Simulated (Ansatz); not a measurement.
# LAPW volumes and bulk moduli in simple lattices

All-electron LAPW (Ansatz 0.2.0), scalar-relativistic, no spin, Fermi–Dirac smearing 0.136 eV, k-meshes of 8 to 18 points an axis; Birch–Murnaghan fits to pressures. Some or most of these lattices are hypothetical for the element, and V0 is the minimum nearest the starting volume; lattices without a usable fit are left out; mesh and smearing are coarse, and magnetic elements are treated as non-magnetic.

| element | lattice | functional | V0 (Å³/atom) | B0 (GPa) | B′ | k-points per axis |
| --- | --- | --- | --- | --- | --- | --- |
| Dy | bcc | LDA | 27.37 | 23 | 2.9 | 12 |
| Dy | bcc | PBE | 34.31 | 17.8 | 3.3 | 11 |
| Dy | bcc | PBEsol | 30.49 | 19.9 | 3.0 | 12 |
| Dy | diamond | LDA | 20.52 | 86 | 6.1 | 8 |
| Dy | diamond | PBE | 24.13 | 38 | 7.8 | 8 |
| Dy | diamond | PBEsol | 21.63 | 66 | 6.5 | 8 |
| Dy | fcc | PBEsol | 30.40 | 17.5 | 2.9 | 11 |
| Dy | sc | LDA | 23.89 | 14.7 | 2.8 | 11 |
| Dy | sc | PBE | 35.14 | 11.7 | 3.1 | 10 |
| Dy | sc | PBEsol | 29.20 | 13.0 | 2.4 | 11 |

(1) Give V0 and B0 for fcc Dy in LDA.

(2) Give V0 and B0 for fcc Dy in PBE.

## Answers

(1) 26.81 Å³/atom and 20.7 GPa.

(2) 34.78 Å³/atom and 15.8 GPa.
